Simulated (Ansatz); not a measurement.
## Run record: elastic constants by finite strains of BN (P6_3/mmc)

Level of theory: PBEsol, all-electron LAPW in Ansatz 0.2.0, scalar-relativistic.

Cell and atoms were relaxed beforehand by PAW with this functional.

Command:

```sh
ansatz run input.yaml --threads 2 --pin off --max-ram 5120MiB --backend cpu --events-out ev --progress --plain --runs-dir out
```

input.yaml:

```yaml
crystal:
  lattice:
    - [2.50435171881, 0.0, 0.0]
    - [-1.2521758594, 2.1688322085, 0.0]
    - [0.0, 0.0, 7.01615398542]
  atoms:
    - { symbol: B, position: [0.333333333333, 0.666666666667, 0.25] }
    - { symbol: B, position: [0.666666666667, 0.333333333333, 0.75] }
    - { symbol: "N", position: [0.333333333333, 0.666666666667, 0.75] }
    - { symbol: "N", position: [0.666666666667, 0.333333333333, 0.25] }
kpoints:
  mp_grid: { grid: [10, 10, 4] }
scf:
  occupations: { method: fixed }
hamiltonian:
  xc: pbesol
  pseudopotentials: { kind: all_electron, lapw: { basis_error: 0.001 } }
elastic:
  mode: relaxed_ion
  stencil: two_point
  amplitude: 0.003
```

The program printed:

```
Warning: RAYON_NUM_THREADS=2 ignored (pool sized by the plan → 2); use --threads N
LAPW: plane waves up to 12.097 Å⁻¹, error target 1.0e-3 eV per atom; small_component_spin mean_spin; B in spheres of 0.665 Å, 5 of its electrons in bands, Dirac shells []; N in spheres of 0.738 Å, 7 of its electrons in bands, ...
Engine: ansatz 0.2.0, x86_64-unknown-linux-gnu
Pseudopotentials: kind: all_electron
Pseudopotential: B, LAPW, valence charge 5, lapw/all_electron/scalar/gaussian/B, Koelling and Harmon's equation, gaussian nucleus
Pseudopotential: N, LAPW, valence charge 7, lapw/all_electron/scalar/gaussian/N, Koelling and Harmon's equation, gaussian nucleus
Functional definition: PBEsol
  exchange = pbesol_x
  correlation = pbesol_c
davidson cushion auto → on  (no smearing: the cushion is to keep the highest requested band from converging to the state above it; pin scf.eigensolver.cushion to override)
Crystal: 4 atoms, lattice volume = 38.108 Å³
Basis set: ecut = 557.554389819761 eV, 1131 PW (Γ), exchange–correlation at level 2
Bands: 16, of which v1, the nominal top of the filled ones, is band 12 counted from 1 (11 counted from 0)
Symmetry: 24 space group operations
Space group: P63/mmc (ITA 194), of the structure as read, at distance tolerance 3.4e-5 Å
k-points: 42 of 400
Non-local potential: B, projectors of the file, none
Non-local potential: N, projectors of the file, none
Initial density: superposition of atomic densities (chi_scale 0.1, normalization cell, long waves kept (reshape's long-wave potential 0.00 eV rms))
Initial wavefunctions: plane waves of lowest kinetic energy (no species holds an atomic orbital)
Functional: x = pbesol(κ = 0.804, μ = 0.12345679012345678), c = pbesol(β = 0.046)
iter 1 solved again at ethr=3.61e-2 eV; its pass at ethr=1.00e-1 eV (dr2=8.66e0 eV) is discarded
SCF iter   1: F=—  HF=-4323.987092 eV  |F-HF|=—  |Δ(HF+E_count)|=         —  Δρ=1.51e-1  dr2=8.67e0  ethr=3.61e-2  ⟨swp⟩=2.2  Hψ=4832  notcnv=0
preconditioner: auto → none  [insulator: Δε(μ)=6.228 eV  Ē_g=17.152 eV  n_scr=4 (ndim 8)  ℏωp=24.1 eV  f_vac=0.001  ε∞_Penn≈3.0]
iter 2 solved again at ethr=3.20e-3 eV; its pass at ethr=3.61e-2 eV (dr2=7.68e-1 eV) is discarded
SCF iter   2: F=—  HF=-4320.784145 eV  |F-HF|=—  |Δ(HF+E_count)|=    3.20e0  Δρ=5.84e-2  dr2=7.71e-1  ethr=3.20e-3  ⟨swp⟩=2.1  Hψ=3651  notcnv=0  defer=2
SCF iter   3: F=—  HF=-4320.436810 eV  |F-HF|=—  |Δ(HF+E_count)|=   3.47e-1  Δρ=2.20e-2  dr2=1.22e-1  ethr=3.20e-3  ⟨swp⟩=3.0  Hψ=1940  notcnv=0  defer=1
SCF iter   4: F=—  HF=-4320.404674 eV  |F-HF|=—  |Δ(HF+E_count)|=         —  Δρ=4.80e-3  dr2=4.48e-3  ethr=5.10e-4  ⟨swp⟩=3.1  Hψ=2098  notcnv=0  defer=1
the basis was enlarged: its passes take 96.7 KiB over the memory plan, 2 of 2 planned eigensolver slots
SCF iter   5: F=—  HF=-4320.404593 eV  |F-HF|=—  |Δ(HF+E_count)|=   8.06e-5  Δρ=5.38e-4  dr2=4.79e-5  ethr=1.87e-5  ⟨swp⟩=3.0  Hψ=1951  notcnv=0  defer=1
SCF iter   6: F=—  HF=-4320.404608 eV  |F-HF|=—  |Δ(HF+E_count)|=   1.53e-5  Δρ=4.15e-5  dr2=2.63e-7  ethr=2.00e-7  ⟨swp⟩=3.1  Hψ=2103  notcnv=0
SCF iter   7: F=—  HF=-4320.404609 eV  |F-HF|=—  |Δ(HF+E_count)|=   2.64e-7  Δρ=3.50e-6  dr2=4.04e-9  ethr=1.10e-9  ⟨swp⟩=3.5  Hψ=2007  notcnv=0
[... 135 lines left out ...]
SCF iter   1: F=—  HF=-4320.404605 eV  |F-HF|=—  |Δ(HF+E_count)|=         —  Δρ=3.35e-9  dr2=3.51e-15  ethr=2.95e-12 (applied; sched 1.00e-12)  ⟨swp⟩=2.0  Hψ=7020  notcnv=0
SCF iter   2: F=-4320.404605 eV  HF=-4320.404605 eV  |F-HF|=9.09e-13  |Δ(HF+E_count)|=   2.96e-9  Δρ=1.21e-9  dr2=5.61e-16  ethr=3.27e-12 (applied; sched 1.00e-12)  ⟨swp⟩=2.0  Hψ=4680  notcnv=0
SCF 17 converged in 2 iterations: F = -4320.404605 eV  dr2 = 5.61e-16
SCF converged after 10 iterations
Free energy (F): -4320.404609 eV
Harris-Foulkes:  -4320.404609 eV  (|F-HF|=2.73e-12)
Internal energy: -4320.404609 eV  (E = F + TS)
E sigma→0 (E₀):  -4320.404609 eV
Fermi energy:    4.274468 eV
--- Per-component energies (eV) ---
  E_band       = -2184.940565
  E_kinetic    = 4304.218989
  E_xc         = -580.350587
  E_electrostatic = -8044.273010  (all electrons and nuclei)
  E_smearing   = -0.000000  (= −TS)
  E_closure    = 0.000000  (closes the sum)
  Σ components = -4320.404609   (vs F -4320.404609, Δ=0.00e0)
  Basis errors (estimates in eV, not in F): energy 5.9e-4 per atom: plane waves 5.7e-4 (3.7e-4 summed), levels above the bands 0.0e0, relativity 1.7e-8, radial functions 2.6e-5, core shells 0.0e0; eigenvalues (radial functions ...
--- Forces (eV/Å), atoms counted from 1 ---
  atom   1  B     -0.00000000     0.00000000     0.00000000
  atom   2  B     -0.00000000    -0.00000000     0.00000000
  atom   3  N     -0.00000000     0.00000000     0.00000000
  atom   4  N      0.00000000    -0.00000000     0.00000000
  max |Σ_I F_I| component: 1.11e-16 eV/Å
--- Stress (GPa, compression-positive) ---
       -0.046978       0.000000       0.000000
       -0.000000      -0.046978       0.000000
        0.000000       0.000000       0.038018
  P = ⅓ Tr σ = -0.0186 GPa (-0.186 kbar)
--- Elastic constants: 3 strain directions × 2 members + reference (group order 24) ---
  dense FFT box of the reference and of every strained cell: 20×20×60
  strains applied: 11, 33, 23; error gains: componentwise 1.00 (the most a stress slope's error grows in a printed constant), spectral 1.41 (1 for all six strains in a standard setting)
  C = ∂σ_k/∂η_j (tension-positive GPa; Voigt order 11 22 33 23 13 12):
       830.871    193.801      1.138      0.000      0.000      0.000
       193.801    830.871      1.138      0.000      0.000     -0.000
         1.223      1.223     10.502      0.000      0.000      0.000
         0.000      0.000      0.000      3.064      0.000      0.000
         0.000      0.000      0.000      0.000      3.064      0.000
         0.000     -0.000      0.000      0.000      0.000    318.535
  reference stress σ⁰ (GPa):      0.047      0.047     -0.038      0.000      0.000      0.000
  no Pulay correction (none for the plane-wave cutoff is built on LAPW): the batch's stresses and constants are at fixed plane waves
  C* (energy form; C + prestress term) asymmetry max|C*_kj − C*_jk| = 2.393e-4 GPa — a small one proves nothing (zero by symmetry where the batch's group is 432, −43m or m−3m); a large one is finite-difference/SCF noise where ...
  moduli (Voigt/Reuss/Hill, GPa): K = 229.40/10.34/119.87   G = 163.34/6.35/84.85   E = 205.95   ν = 0.214
  mechanically stable: yes (min eigenvalue of sym C = 3.06 GPa)
  where every solve meets its electron count the energy-path curvature estimates C_jj along a normal strain and C_jj − ¼(σ⁰_aa + σ⁰_bb) along a shear (ab), closely only under elastic.basis: deformed
  strain η (Voigt 11):  stress-route row diagonal C_11 = 830.87 GPa, energy-path curvature d²(F+E_count)/dδ²/Ω₀ = 830.87 GPa
         δ    σ_11 (GPa)             F (eV)   n_scf  n_hpsi   n_pw
    -3.000e-3      -2.4653       -4320.4037482       2   10260   1156   relax 5 steps, max|allowed force component| 9.80e-7 eV/Å
     3.000e-3       2.5199       -4320.4036903       2   10248   1156   relax 3 steps, max|allowed force component| 1.19e-6 eV/Å
  strain η (Voigt 33):  stress-route row diagonal C_33 = 10.50 GPa, energy-path curvature d²(F+E_count)/dδ²/Ω₀ = 10.50 GPa
         δ    σ_33 (GPa)             F (eV)   n_scf  n_hpsi   n_pw
    -3.000e-3      -0.0704       -4320.4045700       7   20398   1156   relax 0 steps, max|allowed force component| 4.35e-16 eV/Å
     3.000e-3      -0.0074       -4320.4046246       7   20427   1156   relax 0 steps, max|allowed force component| 3.05e-16 eV/Å
  strain η (Voigt 23):  stress-route row diagonal C_44 = 3.06 GPa, energy-path curvature d²(F+E_count)/dδ²/Ω₀ = 3.06 GPa
         δ    σ_23 (GPa)             F (eV)   n_scf  n_hpsi   n_pw
    -3.000e-3      -0.0092       -4320.4046053       2   12890   1156   relax 1 steps, max|allowed force component| 1.16e-5 eV/Å
     3.000e-3       0.0092       -4320.4046053       2   12896   1156   relax 1 steps, max|allowed force component| 1.17e-5 eV/Å
```

Self-consistency was reached.

Elastic constants:

Elastic constants of a crystal by Kohn-Sham DFT: slopes of the stress over finite engineering strains of the given cell, Voigt indices, Cartesian axes as in the input.

| Item | Value |
| --- | --- |
| Pressure at rest | -0.019 GPa |
| Least elastic eigenvalue | 3.06 GPa |
| Elastically stable | yes |

```
index  elastic (GPa)
   11          830.9
   12          193.8
   13           1.18
   33           10.5
   44           3.06
```

**Strained cells**

Stress of each strained cell less that at rest, tension positive.

```
strain component  strain  stress xx (GPa)  stress yy (GPa)  stress zz (GPa)  stress yz (GPa)  stress xz (GPa)  stress xy (GPa)  relaxation steps
              xx  -0.003           -2.512          -0.5876          -0.0036                0                0                0                 5
              xx   0.003            2.473           0.5752           0.0037                0                0                0                 3
              zz  -0.003          -0.0035          -0.0035          -0.0324                0                0                0                 0
              zz   0.003           0.0033           0.0033           0.0306                0                0                0                 0
              yz  -0.003           0.0002            0.001          -0.0002          -0.0092                0                0                 1
              yz   0.003           0.0002            0.001          -0.0002           0.0092                0                0                 1
```

**Elastic moduli**

Hill averages of a grain aggregate, Debye temperature from the mean sound speed over directions.

| Property | Result |
| --- | --- |
| Bulk modulus | 119.9 GPa |
| Shear modulus | 84.85 GPa |
| Young modulus | 205.9 GPa |
| Poisson ratio | 0.2136 |
| Bulk over shear modulus | 1.413 |
| Elastic anisotropy index | 144.7 |
| Least young modulus | 8.674 GPa |
| Largest young modulus | 785.6 GPa |
| Longitudinal sound speed | 10380 m/s |
| Transverse sound speed | 6263 m/s |
| Elastic debye temperature | 293.6 K |
| Linear compressibility (x, y, z) | 0.8665, 0.8665, 95.02 1/TPa |

Limits of these numbers: no dispersion correction, so the spacing and stiffness between layers or molecules are poor.

Time and hardware: 3.5 min on 2 threads of Intel(R) Xeon(R) Platinum 8259CL CPU @ 2.50GHz (Skylake/Cascade Lake), on a shared host, peak memory 0.74 GiB.
